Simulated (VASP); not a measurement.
# VN (Fm-3m) in VASP: further runs, part 2 of 2

VASP 6.6.1. Earlier steps stand in the parts before.

### 4 Relaxation of cell and atoms, LDA, collinear spin, ferromagnetic start

INCAR reads:

```
SYSTEM = VN
ALGO = Normal
AMIX = 0.2
AMIX_MAG = 0.8
BMIX = 1E-4
BMIX_MAG = 1E-4
EDIFF = 1E-6
EDIFFG = -0.01
ENCUT = 600
GGA = CA
IBRION = 2
ISIF = 3
ISMEAR = 1
ISPIN = 2
LASPH = .TRUE.
LCHARG = .FALSE.
LMAXMIX = 4
LORBIT = 11
LREAL = .FALSE.
LWAVE = .FALSE.
MAGMOM = 2 0
NELM = 150
NSW = 90
PREC = Accurate
SIGMA = 0.1
```

KPOINTS reads:

```
k-points
0
G
  16 16 16
  0 0 0
```

POSCAR reads:

```
VN
1.0
    0.0000000000      2.0640000000      2.0640000000
    2.0640000000      0.0000000000      2.0640000000
    2.0640000000      2.0640000000      0.0000000000
V N
1 1
Direct
    0.0000000000      0.0000000000      0.0000000000
    0.5000000000      0.5000000000      0.5000000000
```

Potentials or basis: VASP PAW LDA potentials, release 64 (V_sv, N).

The run is started by

```sh
$ cat potpaw_LDA.64/V_sv/POTCAR potpaw_LDA.64/N/POTCAR > POTCAR
$ mpirun -np 1 vasp_std > vasp.out
```

OUTCAR:

```text
SYSTEM = VN
   AMIX = 0.2
   AMIX_MAG = 0.8
   EDIFF = 1E-6
   EDIFFG = -0.01
   ENCUT = 600
   GGA = CA
   IBRION = 2
   ISIF = 3
   ISMEAR = 1
   ISPIN = 2
   LASPH = .TRUE.
   LORBIT = 11
   LREAL = .FALSE.
   NELM = 150
   NSW = 90
   PREC = Accurate

 ion  position               nearest neighbor table
   1  0.000  0.000  0.000-   2 2.06   2 2.06   2 2.06   2 2.06   2 2.06   2 2.06
   2  0.500  0.500  0.500-   1 2.06   1 2.06   1 2.06   1 2.06   1 2.06   1 2.06

  LATTYP: Found a face centered cubic cell.
 ALAT       =     4.1280000000

  Lattice vectors:

 A1 = (   0.0000000000,   2.0640000000,   2.0640000000)
 A2 = (   2.0640000000,   0.0000000000,   2.0640000000)
 A3 = (   2.0640000000,   2.0640000000,   0.0000000000)

Analysis of symmetry for initial positions (statically):
=====================================================================
 Subroutine PRICEL returns:
 Original cell was already a primitive cell.

 Routine SETGRP: Setting up the symmetry group for a
 face centered cubic supercell.

 Subroutine GETGRP returns: Found 48 space group operations
 (whereof 48 operations were pure point group operations)
 out of a pool of 48 trial point group operations.

The static configuration has the point symmetry O_h .

Analysis of symmetry for dynamics (positions and initial velocities):
=====================================================================
 Subroutine PRICEL returns:
 Original cell was already a primitive cell.

[... 301 lines left out ...]
 cond. band min:      12.6324719574   @ k =  -0.2500   0.3125   0.0625
 fundamental gap:      0.0270824124
 Fermi energy:        12.6250299084

 spin component 1

 k-point     1 :       0.0000    0.0000    0.0000
  band No.  band energies     occupation
      1     -52.0728      1.00000
      2     -26.0898      1.00000
      3     -26.0898      1.00000
      4     -26.0898      1.00000
      5      -5.5792      1.00000
      6      10.2633      1.00000
      7      10.2633      1.00000
      8      10.2633      1.00000
      9      10.8967      1.00000
     10      10.8967      1.00000
     11      10.8967      1.00000
     12      12.0256      1.00000
     13      12.0256      1.00000
     14      19.3550      0.00000
[... 379 lines left out ...]
      3     -26.1056      1.00000
      4     -26.0910      1.00000
      5      -5.3467      1.00000
      6       8.9088      1.00000
      7       9.0881      1.00000
      8       9.4214      1.00000
      9      11.0169      1.00000
     10      11.4915      1.00000
     11      11.6102      1.00000
     12      12.6685      0.16812
     13      13.4552     -0.00000
     14      19.8628      0.00000

 [... further k-points ...]

 spin component 2

 k-point     1 :       0.0000    0.0000    0.0000
  band No.  band energies     occupation
      1     -52.0728      1.00000
      2     -26.0898      1.00000
      3     -26.0898      1.00000
      4     -26.0898      1.00000
      5      -5.5792      1.00000
      6      10.2633      1.00000
      7      10.2633      1.00000
      8      10.2633      1.00000
      9      10.8967      1.00000
     10      10.8967      1.00000
     11      10.8967      1.00000
     12      12.0256      1.00000
     13      12.0256      1.00000
     14      19.3550      0.00000
[... 420 lines left out ...]
  FREE ENERGIE OF THE ION-ELECTRON SYSTEM (eV)
  ---------------------------------------------------
  free  energy   TOTEN  =       -21.5258984011 eV

  energy  without entropy=      -21.5259251543  energy(sigma->0) =      -21.52590732

 reached required accuracy - stopping structural energy minimisation

 total charge

# of ion       s       p       d       tot
------------------------------------------
    1        2.257   6.316   3.256  11.830
    2        1.233   2.516   0.000   3.749
--------------------------------------------------
tot          3.490   8.832   3.256  15.579

 magnetization (x)

# of ion       s       p       d       tot
------------------------------------------
    1       -0.000  -0.000   0.000  -0.000
    2       -0.000  -0.000   0.000  -0.000
--------------------------------------------------
tot         -0.000  -0.000   0.000  -0.000
```

OSZICAR:

```text
N       E                     dE             d eps       ncg     rms          rms(c)
DAV:   1     0.156698886492E+03    0.15670E+03   -0.10746E+04  8120   0.162E+03
DAV:   2    -0.194048599393E+02   -0.17610E+03   -0.16950E+03  8750   0.424E+02
[... 41 lines left out ...]
       N       E                     dE             d eps       ncg     rms          rms(c)
DAV:   1    -0.215262695090E+02   -0.41751E-03   -0.81673E-03  8120   0.140E+00    0.254E-01
DAV:   2    -0.215259969796E+02    0.27253E-03   -0.54015E-04  8132   0.362E-01    0.108E-01
DAV:   3    -0.215259320374E+02    0.64942E-04   -0.69926E-05  8264   0.960E-02    0.574E-02
DAV:   4    -0.215259003964E+02    0.31641E-04   -0.11436E-04  8960   0.116E-01    0.147E-02
DAV:   5    -0.215258992853E+02    0.11111E-05   -0.37777E-06  8276   0.215E-02    0.815E-03
DAV:   6    -0.215258984011E+02    0.88415E-06   -0.13526E-06  6956   0.142E-02
   4 F= -.21525898E+02 E0= -.21525907E+02  d E =-.649029E-01  mag=     0.0000
```

Wall time 79 s (1 thread of Intel Xeon 6975P-C (Granite Rapids), shared host); peak memory 0.2 GiB.

What came out:

- Free energy: -21.5259 eV
- Relaxed volume: 8.28 Å³/atom
- Relaxed cell: a = 2.861 Å, b = 2.861 Å, c = 2.861 Å, α = 60.00°, β = 60.00°, γ = 60.00°
- Space group after relaxing (to 0.05 Å): Fm-3m (No. 225)
- Energy gained by relaxing: 32.5 meV/atom
- Ionic steps: 4
- Pressure after relaxing: -0.2 GPa
- Band gap on the k mesh: none (metal or under the smearing width)
- Net moment: 0.00 μB per cell
- Valence electrons inside the program's atomic spheres: V 11.83; N 3.75

The path:
```tsv
step	energy change (eV)	largest force (eV/Å)	pressure (GPa)	volume (Å³)
1	0.0000	0.0000	-19.29	17.59
2	0.1280	0.0000	44.01	15.03
3	-0.0649	0.0000	-0.54	16.59
4	-0.0649	0.0000	-0.16	16.57
```

Final structure:
```
CELL_PARAMETERS angstrom
0.00000 2.02333 2.02333
2.02333 0.00000 2.02333
2.02333 2.02333 0.00000
ATOMIC_POSITIONS crystal
V 0.00000 0.00000 0.00000
N 0.50000 0.50000 0.50000
```

Levels at points of the mesh, in eV from the Fermi level:
Spin up:
| k point | band 7 | band 8 | band 9 | band 10 | band 11 | band 12 |
| --- | --- | --- | --- | --- | --- | --- |
| (0.00, 0.00, 0.00) | -2.36 | -2.36 | -1.73 | -1.73 | -1.73 | -0.60 |
| (0.50, 0.00, 0.00) | -6.51 | -6.51 | 0.62 | 0.62 | 1.58 | 5.32 |
| (0.50, 0.50, 0.00) | -4.22 | -3.81 | -3.81 | 0.47 | 1.30 | 1.30 |
Spin down:
| k point | band 6 | band 7 | band 8 | band 9 | band 10 | band 11 | band 12 | band 13 |
| --- | --- | --- | --- | --- | --- | --- | --- | --- |
| (0.00, 0.00, 0.00) | -2.36 | -2.36 | -2.36 | -1.73 | -1.73 | -1.73 | -0.60 | -0.60 |
| (0.50, 0.00, 0.00) | -9.37 | -6.51 | -6.51 | 0.62 | 0.62 | 1.58 | 5.32 | 5.32 |
| (0.50, 0.50, 0.00) | -6.89 | -4.22 | -3.81 | -3.81 | 0.47 | 1.30 | 1.30 | 3.03 |

With open d or f shells a metallic result of LDA can be an artefact of self-interaction; +U or a hybrid may open a gap.

### 5 Relaxation of cell and atoms, LDA, collinear spin, ferromagnetic start

This run uses another cell than the first one, of 8.28 Å³/atom, 0.942 times its volume.

INCAR: that of step 4 with these lines changed.

```diff
@@ -6,4 +6,4 @@
 BMIX_MAG = 1E-4
-EDIFF = 1E-6
-EDIFFG = -0.01
+EDIFF = 1E-7
+EDIFFG = -0.005
 ENCUT = 600
```

KPOINTS is that of step 4.

POSCAR reads:

```
VN                                      
1.0
   -0.0000000000      2.0233321338      2.0233321338
    2.0233321338      0.0000000000      2.0233321338
    2.0233321338      2.0233321338     -0.0000000000
  V               N             
     1     1
Direct
     0.0000000000000000    1.0000000000000000    0.0000000000000000
     0.5000000000000000    0.5000000000000000    0.5000000000000000
```

The run is started by

```sh
$ cat potpaw_LDA.64/V_sv/POTCAR potpaw_LDA.64/N/POTCAR > POTCAR
$ mpirun -np 1 vasp_std > vasp.out
```

It took 35 s on 1 thread of Intel Xeon 6975P-C (Granite Rapids), shared host; peak memory 0.18 GiB.

It converged, with:

```yaml
Free_energy: -21.5240 eV
Pressure_after_relaxing: 0.0 GPa
Band_gap_on_the_k_mesh: none (metal or under the smearing width)
Net_moment: 0.00 μB per cell
Valence_electrons_inside_the_program's_atomic_spheres: V 11.83; N 3.75
```

Final structure:
```yaml
crystal:
  lattice:
    - [0.00000, 2.02333, 2.02333]
    - [2.02333, 0.00000, 2.02333]
    - [2.02333, 2.02333, 0.00000]
  atoms:
    - { symbol: V, position: [0.00000, 0.00000, 0.00000] }
    - { symbol: N, position: [0.50000, 0.50000, 0.50000] }
```

Levels at points of the mesh, in eV from the Fermi level:
Spin up:
```csv
k point,band 6,band 7,band 8,band 9,band 10,band 11,band 12,band 13
"(0.00, 0.00, 0.00)",-2.36,-2.36,-2.36,-1.73,-1.73,-1.73,-0.60,-0.60
"(0.50, 0.00, 0.00)",-9.37,-6.51,-6.51,0.62,0.62,1.58,5.32,5.32
"(0.50, 0.50, 0.00)",-6.89,-4.22,-3.81,-3.81,0.47,1.30,1.30,3.03
```
Spin down:
| k point | band 7 | band 8 | band 9 | band 10 | band 11 | band 12 |
| --- | --- | --- | --- | --- | --- | --- |
| (0.00, 0.00, 0.00) | -2.36 | -2.36 | -1.73 | -1.73 | -1.73 | -0.60 |
| (0.50, 0.00, 0.00) | -6.51 | -6.51 | 0.62 | 0.62 | 1.58 | 5.32 |
| (0.50, 0.50, 0.00) | -4.22 | -3.81 | -3.81 | 0.47 | 1.30 | 1.30 |

Caveat: the relaxation stopped at its first step, so nothing moved.
